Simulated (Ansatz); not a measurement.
# BAs (F-43m): dielectric-dependent hybrid calculation in Python

Aim: a dielectric-dependent hybrid calculation, for BAs (F-43m), run from a script.

All numbers are computed with Ansatz 0.2.0 through its Python package. The levels of theory stand in the script.

## Step 1: The system

The structure is cubic, space group F-43m (No. 216). Conventional cell: a = 4.777 Å, b = 4.777 Å, c = 4.777 Å, α = 90.00°, β = 90.00°, γ = 90.00°. B (site symmetry -43m) is surrounded by 4 As at 2.07 Å. As (site symmetry -43m) has 4 B at 2.07 Å as nearest neighbours.

The script holds or builds the structure itself.

## Step 2: Script

The input, ddh_bas.py:

```python
"""A hybrid whose exact exchange is one over the dielectric constant of BAs."""

import warnings

import ansatz as az
import numpy as np


def count_gap(report):
    # lowest empty less highest filled band, counting bands; zero where they overlap
    return max(report.get("gap_by_band_count_ev") or 0.0, 0.0)

warnings.simplefilter("ignore", az.DeckWarning)

lattice = az.Lattice.of(
    (0.0, 2.3885, 2.3885),
    (2.3885, 0.0, 2.3885),
    (2.3885, 2.3885, 0.0),
)
sites = [
    ("B", (0.0, 0.0, 0.0)),
    ("As", (0.25, 0.25, 0.25)),
]
crystal = az.Crystal(lattice=lattice)
for symbol, position in sites:
    crystal = crystal.atom(symbol, position)

calculation = crystal.calculation().kpoints(4, 4, 4).occupations("fixed").band_table()
semilocal = calculation.functional("pbesol").run(threads=1).report
hybrid = calculation.functional(exchange="pbesol", correlation="pbesol", exact_fraction="inverse_dielectric").run(threads=1).report
alpha = hybrid["hybrid"]["exact_exchange_fraction"]
print(f"fraction of exact exchange {alpha:.4f}, so eps_inf = {1 / alpha:.2f}")
print(f"gap by band count: {count_gap(semilocal):.3f} eV semilocal, {count_gap(hybrid):.3f} eV hybrid")
```

## Step 3: The calls as engine input

The package turns the script's settings into the engine's input (first run):

```yaml
crystal:
  lattice:
    - [0.0, 2.3885, 2.3885]
    - [2.3885, 0.0, 2.3885]
    - [2.3885, 2.3885, 0.0]
  atoms:
    - { symbol: B, position: [0.0, 0.0, 0.0] }
    - { symbol: As, position: [0.25, 0.25, 0.25] }
kpoints:
  mp_grid:
    grid: [4, 4, 4]
hamiltonian:
  xc: pbesol
scf:
  occupations:
    method: fixed
output:
  eigenvalues: true
```

## Step 4: The run

Started as:

```sh
> python ddh_bas.py
```

What it wrote:

```text
fraction of exact exchange 0.1011, so eps_inf = 9.89
gap by band count: 1.300 eV semilocal, 1.892 eV hybrid
```

Wall time 19 s (1 thread of Arm Neoverse V1, shared host); peak memory 0.6 GiB.

## Step 5: What changed from run to run

The engine's inputs for the other runs:

Run 2, against run 1:

```diff
@@ -13 +13,5 @@
-  xc: pbesol
+  xc:
+    exchange: pbesol
+    correlation: pbesol
+    exx:
+      coeff: inverse_dielectric
```

## Step 6: What each run gave

From the records of these 2 runs:

```
run  functional  hamiltonian.xc.exchange  hamiltonian.xc.correlation  energy (eV/atom)  gap on the mesh (eV)  SCF cycles  CPU time (s)
  1      pbesol                  not set                     not set        -2482.7915                  1.30           6           0.4
  2     not set                   pbesol                      pbesol        -2485.7553                  1.89           9            17
```

Totals under unlike functionals or potentials can't be compared directly.

## Step 7: What came out

```
       quantity                                                             value
  runs compared                                                                 2
gap on the mesh  1.30 (pbesol) to 1.89 eV (the functional composed in the script)
```

In words: The fraction is 0.1011, one over a mean dielectric constant (a third of the trace) of 9.89. It opens the gap from 1.300 to 1.892 eV, by 0.59 eV. Caveats:
- The k-point mesh is coarse, and energy and stress weren't tested for convergence.
- Levels are Kohn-Sham eigenvalues on this mesh, without spin-orbit coupling.
- The gaps are those of a coarse mesh; the run finds the dielectric constant of the semilocal functional on meshes of its own.
